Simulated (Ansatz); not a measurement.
**Symmetry broken, then relaxed in BN**

All numbers below come from DFT r2SCAN, scalar-relativistic, plane waves, PAW (Ansatz). Settings: plane waves to 500 eV, k-mesh 12×12×6 (Γ-centred), Gaussian smearing 0.05 eV. No spin polarisation. Energies are free energies at this smearing, counted from the undisturbed cell; pressure is positive in compression.

The undisturbed cell (relaxed at this level; this wurtzite form isn't the usual structure):

```
CELL_PARAMETERS angstrom
2.54397 0.00000 0.00000
-1.27198 2.20314 0.00000
0.00000 0.00000 4.20774
ATOMIC_POSITIONS crystal
B 0.66667 0.33333 0.99980
B 0.33333 0.66667 0.49980
N 0.66667 0.33333 0.62520
N 0.33333 0.66667 0.12520
```

The atoms are displaced (Å, in the unstrained cell):

| atom | ux | uy | uz |
| --- | --- | --- | --- |
| B1 | -0.004 | 0.014 | -0.002 |
| B2 | -0.004 | 0.014 | -0.002 |
| N3 | -0.004 | 0.014 | -0.002 |
| N4 | 0.013 | -0.043 | 0.006 |

Cell and atoms are then relaxed.

Q: Does the relaxation return to the undisturbed structure?

A: Yes (up to a choice of domain or origin): same space group and volume, and an energy 0.0 meV/atom from it. The disturbance itself cost 11.0 meV/atom. The final space group reads P6_3mc (tolerance 0.05 Å) and the volume changes by 0.01 %.

Final structure:

```
CELL_PARAMETERS angstrom
2.54402 -0.00001 0.00000
-1.27202 2.20318 -0.00001
0.00000 -0.00001 4.20782
ATOMIC_POSITIONS crystal
B 0.66667 0.33333 0.99980
B 0.33333 0.66667 0.49980
N 0.66667 0.33333 0.62520
N 0.33333 0.66667 0.12520
```

The relaxation, step by step (energy from the first step; small jumps at an unchanged geometry come where the plane waves are selected anew for the new cell):

| step | ΔE (meV/atom) | largest force component (eV/Å) | pressure (GPa) |
| --- | --- | --- | --- |
| 1 | 0.0 | 1.319 | 0.49 |
| 2 | -7.0 | 0.717 | -0.02 |
| 3 | -11.0 | 0.008 | 0.06 |
| 4 | -11.0 | 0.000 | -0.02 |
| 5 | -11.0 | 0.000 | -0.02 |

Cost: 3 runs of about 5.6 core-minutes in all, on Intel Xeon Processor @ 2.50GHz (Skylake/Cascade Lake) (shared hosts).